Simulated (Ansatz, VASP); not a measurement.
## Pt: VASP beside Ansatz

```
CELL_PARAMETERS angstrom
-1.36798 1.70027 1.70039
1.36798 -1.70027 1.70039
1.36798 1.70027 -1.70039
ATOMIC_POSITIONS crystal
Pt 0.50000 0.50000 0.00000
```

Alike in both runs: functional PBE; k mesh 26 × 26 × 26; occupations gaussian, width 0.1 eV; no spin polarisation.

Ansatz relaxed the structure, and its values are those at the end. VASP's run is a single point on that final structure, the one shown.

|  | VASP | Ansatz |
| --- | --- | --- |
| version | VASP 6.6.1 | Ansatz 0.2.0 |
| potentials or method | VASP PAW PBE potentials, release 64 (Pt) | scalar-relativistic, plane waves, PAW |
| plane-wave cutoff (eV) | 520 | 420 |
| valence electrons in the cell | 10 | 18 |

```csv
,VASP,Ansatz,Ansatz less VASP
gap on the k mesh at the Fermi level (eV),none,none,-
pressure (GPa),-0.5,0.0,+0.52
```

A gap of «none» marks a metal or a gap that the smearing closes. The two sets of potentials don't hold the same shells in valence.

The runs have no spin-orbit coupling, so splittings on Pt are missing.
